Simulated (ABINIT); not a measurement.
A run of ABINIT 10.8.3 (patched build) is set up as follows.

File run.abi:

```
# Datasets: one volume each
ndtset 7
getwfk -1
scalecart1 3*0.9795861087
scalecart2 3*0.9864848297
scalecart3 3*0.9932883884
scalecart4 3*1.0000000000
scalecart5 3*1.0066227096
scalecart6 3*1.0131594038
scalecart7 3*1.0196128224

# Pseudopotentials
pp_dirpath "./"
pseudos "C.upf"

# Structure
acell 2.5220660407 2.5220660407 2.5220660407 Angstrom
rprim
     0.0000000000     0.7071067812     0.7071067812
     0.7071067812     0.0000000000     0.7071067812
     0.7071067812     0.7071067812     0.0000000000
ntypat 1
znucl 6
natom 2
typat 1 1
xred
     0.7500000000     0.7500000000     0.7500000000
     0.5000000000     0.5000000000     0.5000000000

# Plane-wave basis
ecut 41.0

# k points
kptopt 1
ngkpt 13 13 13
nshiftk 1
shiftk 0.0 0.0 0.0

# Exchange and correlation
ixc -150130

# Bands and occupations
nband 8
occopt 3
tsmear 0.00183747

# SCF cycle
nstep 100
tolvrs 1.0e-10

# Output
iomode 3
prtwf 1
prtden 0
prteig 0
prtebands 0
```

Potentials or basis: PseudoDojo NC SR PBEsol v0.4.1 standard.

Run with:

```console
$ abinit run.abi > log 2>&1
```

(1) What does it give for the bulk modulus?

(2) What does it give for the equilibrium volume?

(3) What does it give for the pressure derivative of the bulk modulus?

Answers

(1) 457 GPa.

(2) 5.59 Å³/atom.

(3) 3.7.

Caveat: pressures at fixed basis lie under the slope of the energies; the potentials were made for another functional, which shifts forces and pressure.

**What was measured.**

From “Equation of state of cubic boron nitride at high pressures and temperatures”, 2007, arxiv:cond-mat/0702656, for a bulk crystal of C: bulk modulus 444.8 ± 0.8 GPa.

Measured bulk modulus of C: 444.8 GPa (quoted in “Equation of state of cubic boron nitride at high pressures and temperatures”, 2007, arxiv:cond-mat/0702656). This calculation gives 457 GPa (+2.7 %). 3 values of this kind are on record (442 to 444.8 GPa); this one was drawn at random among those near their median, those with a stated uncertainty first. The fit is for a static lattice scaled at fixed shape and fixed fractional positions.
